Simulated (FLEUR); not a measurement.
# GdO (Pm-3m) in FLEUR: notebook

One crystal, GdO, is run at these levels: PBE+U; tasks: single point.

Everything below comes from runs of FLEUR MaX-R8.1 (later development tree). Logs are shortened: lines on timing, memory, paths and dates and some standing lists are left out, and cuts for length are marked.

## (1) The crystal as given

The structure is cubic, space group Pm-3m (No. 221). The conventional cell has a = 2.802 Å, b = 2.802 Å, c = 2.802 Å, α = 90.00°, β = 90.00°, γ = 90.00°. Around Gd (site symmetry m-3m) lie 8 O at 2.43 Å. Around O (site symmetry m-3m) lie 8 Gd at 2.43 Å.

The cell comes from a database or a generator and needn't be the stable form of this composition.

## (2) Single point, PBE+U, collinear spin, ferromagnetic start

Contents of inp.xml:

```xml
<?xml version="1.0" encoding="UTF-8" standalone="no"?>
<fleurInput fleurInputVersion="0.39">
   <comment>
      GdO                                                                                                 
   </comment>
   <calculationSetup>
      <cutoffs Kmax="4.31" Gmax="13.4" GmaxXC="13.4" numbands="0"/>
      <scfLoop itmax="100" minDistance="0.0002" maxIterBroyd="50" imix="Anderson" alpha="0.05" precondParam="0.0" spinf="2.0" sdNocoIR="T"/>
      <coreElectrons ctail="T" frcor="F" kcrel="0" coretail_lmax="0"/>
      <xcFunctional name="pbe" relativisticCorrections="F"/>
      <magnetism jspins="2"/>
      <soc l_soc="F" theta="0.0" phi="0.0" spav="F"/>
      <expertModes spex="0" secvar="F"/>
      <geometryOptimization l_f="F" forcealpha="1.0" forcemix="BFGS" epsdisp="0.00001" epsforce="0.00001"/>
      <ldaU l_linMix="F" mixParam="0.05" spinf="1.0"/>
   </calculationSetup>
   <cell>
      <bzIntegration valenceElectrons="24.0" mode="gauss" fermiSmearingEnergy="0.00183747">
         <kPointListSelection listName="default-1"/>
         <!-- k-points included here -->
         <xi:include xmlns:xi="http://www.w3.org/2001/XInclude" href="kpts.xml"> </xi:include>
      </bzIntegration>
      <!-- symmetry operations included here -->
      <xi:include xmlns:xi="http://www.w3.org/2001/XInclude" href="sym.xml"> </xi:include>
      <bulkLattice scale="1.0">
         <bravaisMatrix>
            <row-1>    5.2946606585357543     0.0000000000000000     0.0000000000000000</row-1>
            <row-2>    0.0000000000000000     5.2946606585357543     0.0000000000000000</row-2>
            <row-3>    0.0000000000000000     0.0000000000000000     5.2946606585357543</row-3>
         </bravaisMatrix>
      </bulkLattice>
   </cell>
   <atomSpecies>
      <species name="Gadolinium7.000" element="Gd" atomicNumber="64">
         <mtSphere radius="2.45" gridPoints="811" logIncrement="0.016"/>
         <atomicCutoffs lmax="10" lnonsphr="10"/>
         <electronConfig flipSpins="F">
            <coreConfig>(1s1/2) (2s1/2) (2p1/2) (2p3/2) (3s1/2) (3p1/2) (3p3/2) (4s1/2) (3d3/2) (3d5/2) (4p1/2) (4p3/2) (4d3/2) (4d5/2)</coreConfig>
            <valenceConfig>(5s1/2) (5p1/2) (5p3/2) (6s1/2) (4f5/2) (4f7/2) (5d3/2) (5d5/2)</valenceConfig>
            <stateOccupation state="(4f5/2)" spinUp="2.5" spinDown="0.5"/>
            <stateOccupation state="(4f7/2)" spinUp="4.0" spinDown="0.0"/>
            <stateOccupation state="(5d3/2)" spinUp="0.4" spinDown="0.0"/>
            <stateOccupation state="(5d5/2)" spinUp="0.6" spinDown="0.0"/>
         </electronConfig>
         <energyParameters s="6" p="5" d="5" f="4"/>
         <ldaU l="3" U="8" J="0.0" l_amf="F"/>
         <lo type="SCLO" l="0" n="5" eDeriv="0"/>
         <lo type="HELO" l="1" n="6" eDeriv="0"/>
         <lo type="HELO" l="1" n="6" eDeriv="1"/>
         <lo type="SCLO" l="2" n="5" eDeriv="2"/>
      </species>
      <species name="Oxygen (O)" element="O" atomicNumber="8">
         <mtSphere radius="1.67" gridPoints="553" logIncrement="0.019"/>
         <atomicCutoffs lmax="8" lnonsphr="8"/>
         <electronConfig flipSpins="F">
            <coreConfig>(1s1/2)</coreConfig>
            <valenceConfig>(2s1/2) (2p1/2) (2p3/2)</valenceConfig>
            <stateOccupation state="(2p1/2)" spinUp="0.666667" spinDown="0.666667"/>
            <stateOccupation state="(2p3/2)" spinUp="1.333333" spinDown="1.333333"/>
         </electronConfig>
         <energyParameters s="2" p="2" d="3" f="4"/>
         <lo type="SCLO" l="0" n="2" eDeriv="2"/>
         <lo type="SCLO" l="1" n="2" eDeriv="2"/>
         <lo type="SCLO" l="2" n="3" eDeriv="2"/>
      </species>
   </atomSpecies>
   <atomGroups>
      <atomGroup species="Gadolinium7.000">
         <relPos label="                   1">.0000000000 .0000000000 .0000000000</relPos>
         <force calculate="T" relaxXYZ="TTT"/>
      </atomGroup>
      <atomGroup species="Oxygen (O)">
         <relPos label="                   2">1.000/2.000 1.000/2.000 1.000/2.000</relPos>
         <force calculate="T" relaxXYZ="TTT"/>
      </atomGroup>
   </atomGroups>
   <output dos="F" band="F" slice="F">
      <checks vchk="F" cdinf="F"/>
      <bandDOS minEnergy="-.5*Htr" maxEnergy="0.5*Htr" sigma="0.015" storeEVData="T"/>
      <vacuumDOS vacdos="F" integ="F" star="F" nstars="0" locx1="0.0" locy1="0.0" locx2="0.0" locy2="0.0" nstm="0" tworkf="0.0"/>
      <unfoldingBand unfoldBand="F" supercellX="1" supercellY="1" supercellZ="1"/>
      <plotting iplot="0" polar="F">
         <plot TwoD="T" vec1="  1.0  0.0  0.0" vec2="  0.0  1.0  0.0" vec3="  0.0  0.0  1.0" zero="  0.0  0.0  0.0" file="plot"/>
      </plotting>
      <chargeDensitySlicing numkpt="0" minEigenval="0.0" maxEigenval="0.0" nnne="0" pallst="F"/>
      <specialOutput eonly="F"/>
      <moessbauerParams electricFieldGradient="T" isomerShift="T" coreHyperfine="T" valenceHyperfine="T"/>
      <magneticCircularDichroism mcd="F" energyLo="-10.0" energyUp="0.0"/>
   </output>
  <!-- We include the file relax.xml here to enable relaxations (see documentation) -->
  <xi:include xmlns:xi="http://www.w3.org/2001/XInclude" href="relax.xml"> <xi:fallback/> </xi:include>
</fleurInput>
```

Contents of crystal.txt:

```
GdO
&input cartesian=F /
2.8018137600  0.0000000000  0.0000000000
0.0000000000  2.8018137600  0.0000000000
0.0000000000  0.0000000000  2.8018137600
1.8897261246
1.0 1.0 1.0

2
64 0.0000000000  0.0000000000  0.0000000000 : 7.000
8 0.5000000000  0.5000000000  0.5000000000

&kpt div1=7 div2=7 div3=7 gamma=T /
```

Potentials or basis: all-electron, FLAPW.

On the command line:

```bash
inpgen -f crystal.txt -profile fastHighL
# inp.xml edited to the form shown
fleur_MPI
```

Standard output:

```text
Welcome to FLEUR        (www.flapw.de)
      MaX-Release 8.1          (www.max-centre.eu)

 ========== k-point set info ==========
 Selected k-point list: default-1
 k-point list type: mesh
 7 x 7 x 7
 Number of k points: 20

 ------------Calculation Setup---------------------------
 Number of MPI-tasks      :            1
 Number of PE/node        :            1
 Number of OMP-threads    :            1
 Most efficient MPI parallelization for:
           1           2           4           5          10          20
 Additional eigenvalue parallelization possible
 Number of basis functions:          247
 Approximate size of matrices (H+S) per k-point:         0.001 GB
 --------------------------------------------------------
 no density matrix found ... skipping LDA+U
 Reset of history
 Iteration:     1   Distance:      24.75860301 me/bohr^3
 Iteration:     2   Distance:      30.71286039 me/bohr^3
 Iteration:     3   Distance:      29.58813034 me/bohr^3
 Iteration:     4   Distance:      19.57834033 me/bohr^3
 Iteration:     5   Distance:       8.28285042 me/bohr^3
 Iteration:     6   Distance:       1.74957325 me/bohr^3
 Iteration:     7   Distance:       0.78959852 me/bohr^3
 Iteration:     8   Distance:       0.33584898 me/bohr^3
 Iteration:     9   Distance:       0.11126322 me/bohr^3
 Iteration:    10   Distance:       0.10434244 me/bohr^3
 Iteration:    11   Distance:       0.03109632 me/bohr^3
 Iteration:    12   Distance:       0.01504792 me/bohr^3
 Iteration:    13   Distance:       0.00363401 me/bohr^3
 Iteration:    14   Distance:       0.00046412 me/bohr^3
 Iteration:    15   Distance:       0.00038653 me/bohr^3
 Iteration:    16   Distance:       0.00004520 me/bohr^3

 ********************************************************************
 Run finished successfully
 Stop message:
   all done
 ********************************************************************
```

It took 39 s on 1 thread of Arm Neoverse N1, shared host; peak memory 0.07 GiB.

What came out:

```
Free energy                                           : -309008.5917 eV
Net moment                                            : 7.22 μB per cell
Site moments                                          : Gd +7.14; O -0.04 μB
Valence electrons inside the program's atomic spheres : Gd 15.83; O 5.44 (radii Gd 2.45, O 1.67 bohr)
```

Eigenvalues of the final occupation matrices:
```tsv
site	spin	trace	eigenvalues
atom type 1	1	6.96	0.99 0.99 0.99 0.99 0.99 0.99 1.00
atom type 1	2	0.07	0.01 0.01 0.01 0.01 0.01 0.01 0.02
```

Core levels (eV from the Fermi level):
```csv
atom,levels
1 Gd,"1s1/2 -50046.0, 2s1/2 -8253.7, 2p1/2 -7836.3, 2p3/2 -7140.4, 3s1/2 -1826.0, 3p1/2 -1645.1, 3p3/2 -1502.5, 4s1/2 -365.5, 3d3/2 -1190.4, 3d5/2 -1159.3, 4p1/2 -295.2, 4p3/2 -263.4, 4d3/2 -147.6, 4d5/2 -141.8"
2 O,1s1/2 -508.1
```

Caveat: with Gaussian smearing the program prints no entropy term, so the energy of a metal isn't a free energy; spin-orbit coupling is left out, which moves the levels of the heavy elements; a cell with one magnetic atom can't hold antiferromagnetic order, which such compounds often take. The state reached can hang on the start; a lower one may exist.

## (3) Single point, PBE+U, collinear spin, antiferromagnetic start (cell doubled along one axis)

Changes to inp.xml since step 2:

```diff
@@ -17,3 +17,3 @@
    <cell>
-      <bzIntegration valenceElectrons="24.0" mode="gauss" fermiSmearingEnergy="0.00183747">
+      <bzIntegration valenceElectrons="48.0" mode="gauss" fermiSmearingEnergy="0.00183747">
          <kPointListSelection listName="default-1"/>
@@ -28,3 +28,3 @@
             <row-2>    0.0000000000000000     5.2946606585357543     0.0000000000000000</row-2>
-            <row-3>    0.0000000000000000     0.0000000000000000     5.2946606585357543</row-3>
+            <row-3>    0.0000000000000000     0.0000000000000000    10.5893213170715086</row-3>
          </bravaisMatrix>
@@ -65,2 +65,20 @@
       </species>
+      <species name="Gadolinium-7.000" element="Gd" atomicNumber="64">
+         <mtSphere radius="2.45" gridPoints="811" logIncrement="0.016"/>
+         <atomicCutoffs lmax="10" lnonsphr="10"/>
+         <electronConfig flipSpins="F">
+            <coreConfig>(1s1/2) (2s1/2) (2p1/2) (2p3/2) (3s1/2) (3p1/2) (3p3/2) (4s1/2) (3d3/2) (3d5/2) (4p1/2) (4p3/2) (4d3/2) (4d5/2)</coreConfig>
+            <valenceConfig>(5s1/2) (5p1/2) (5p3/2) (6s1/2) (4f5/2) (4f7/2) (5d3/2) (5d5/2)</valenceConfig>
+            <stateOccupation state="(4f5/2)" spinUp="0.5" spinDown="2.5"/>
+            <stateOccupation state="(4f7/2)" spinUp="0.0" spinDown="4.0"/>
+            <stateOccupation state="(5d3/2)" spinUp="0.0" spinDown="0.4"/>
+            <stateOccupation state="(5d5/2)" spinUp="0.0" spinDown="0.6"/>
+         </electronConfig>
+         <energyParameters s="6" p="5" d="5" f="4"/>
+         <ldaU l="3" U="8" J="0.0" l_amf="F"/>
+         <lo type="SCLO" l="0" n="5" eDeriv="0"/>
+         <lo type="HELO" l="1" n="6" eDeriv="0"/>
+         <lo type="HELO" l="1" n="6" eDeriv="1"/>
+         <lo type="SCLO" l="2" n="5" eDeriv="2"/>
+      </species>
    </atomSpecies>
@@ -72,3 +90,8 @@
       <atomGroup species="Oxygen (O)">
-         <relPos label="                   2">1.000/2.000 1.000/2.000 1.000/2.000</relPos>
+         <relPos label="                   2">1.000/2.000 1.000/2.000 1.000/4.000</relPos>
+         <relPos label="                   4">1.000/2.000 1.000/2.000 -1.000/4.000</relPos>
+         <force calculate="T" relaxXYZ="TTT"/>
+      </atomGroup>
+      <atomGroup species="Gadolinium-7.000">
+         <relPos label="                   3">.0000000000 .0000000000 1.000/2.000</relPos>
          <force calculate="T" relaxXYZ="TTT"/>
```

Contents of crystal.txt:

```
GdO
&input cartesian=F /
2.8018137600  0.0000000000  0.0000000000
0.0000000000  2.8018137600  0.0000000000
0.0000000000  0.0000000000  5.6036275200
1.8897261246
1.0 1.0 1.0

4
64 0.0000000000  0.0000000000  0.0000000000 : 7.000
8 0.5000000000  0.5000000000  0.2500000000
64 0.0000000000  0.0000000000  0.5000000000 : -7.000
8 0.5000000000  0.5000000000  0.7500000000

&kpt div1=7 div2=7 div3=4 gamma=T /
```

Potentials or basis: all-electron, FLAPW.

On the command line:

```bash
inpgen -f crystal.txt -profile fastHighL
# inp.xml edited to the form shown
fleur_MPI
```

Wall time 3.3 min (1 thread of Arm Neoverse N1, shared host); peak memory 0.11 GiB.

The run converged. Its results:

```
Free energy                                           : -618017.1334 eV
Net moment                                            : 0.00 μB per cell
Site moments                                          : Gd +7.16, -7.16; O +0.00 μB
Valence electrons inside the program's atomic spheres : Gd 15.83; O 5.44 (radii Gd 2.45, O 1.67 bohr)
```

Levels at points of the mesh, in eV from the Fermi level:
Spin up:
```csv
k point,band 22,band 23,band 24,band 25,band 26,band 27
"(0.00, 0.00, 0.00)",-4.56,-4.56,-3.33,-3.11,-1.35,3.14
"(0.00, 0.00, 0.50)",-5.17,-5.17,-3.06,-1.80,0.14,1.34
```
Spin down:
| k point | band 20 | band 21 | band 22 | band 23 | band 24 | band 25 | band 26 | band 27 | band 28 | band 29 |
| --- | --- | --- | --- | --- | --- | --- | --- | --- | --- | --- |
| (0.00, 0.00, 0.00) | -5.99 | -4.58 | -4.56 | -4.56 | -3.33 | -3.11 | -1.35 | 3.14 | 3.19 | 3.81 |
| (0.00, 0.00, 0.50) | -5.31 | -5.31 | -5.17 | -5.17 | -3.06 | -1.80 | 0.14 | 1.34 | 3.35 | 3.70 |

Eigenvalues of the final occupation matrices:
```csv
site,spin,trace,eigenvalues
atom type 1,1,6.96,0.99 0.99 0.99 0.99 0.99 0.99 1.00
atom type 3,1,0.06,0.00 0.01 0.01 0.01 0.01 0.01 0.02
atom type 1,2,0.06,0.00 0.01 0.01 0.01 0.01 0.01 0.02
atom type 3,2,6.96,0.99 0.99 0.99 0.99 0.99 0.99 1.00
```

Core levels (eV from the Fermi level):
| atom | levels |
| --- | --- |
| 1 Gd | 1s1/2 -50045.9, 2s1/2 -8253.6, 2p1/2 -7836.1, 2p3/2 -7140.3, 3s1/2 -1825.9, 3p1/2 -1645.0, 3p3/2 -1502.4, 4s1/2 -365.4, 3d3/2 -1190.3, 3d5/2 -1159.2, 4p1/2 -295.0, 4p3/2 -263.3, 4d3/2 -147.5, 4d5/2 -141.7 |
| 2 O | 1s1/2 -508.0 |
| 3 Gd | 1s1/2 -50045.9, 2s1/2 -8253.5, 2p1/2 -7836.1, 2p3/2 -7140.2, 3s1/2 -1823.3, 3p1/2 -1642.7, 3p3/2 -1499.7, 4s1/2 -359.3, 3d3/2 -1188.3, 3d5/2 -1157.2, 4p1/2 -289.0, 4p3/2 -257.2, 4d3/2 -141.5, 4d5/2 -135.7 |
| 4 O | 1s1/2 -508.0 |

Caveat: with Gaussian smearing the program prints no entropy term, so the energy of a metal isn't a free energy; spin-orbit coupling is left out, which moves the levels of the heavy elements. The state reached can hang on the start; a lower one may exist.
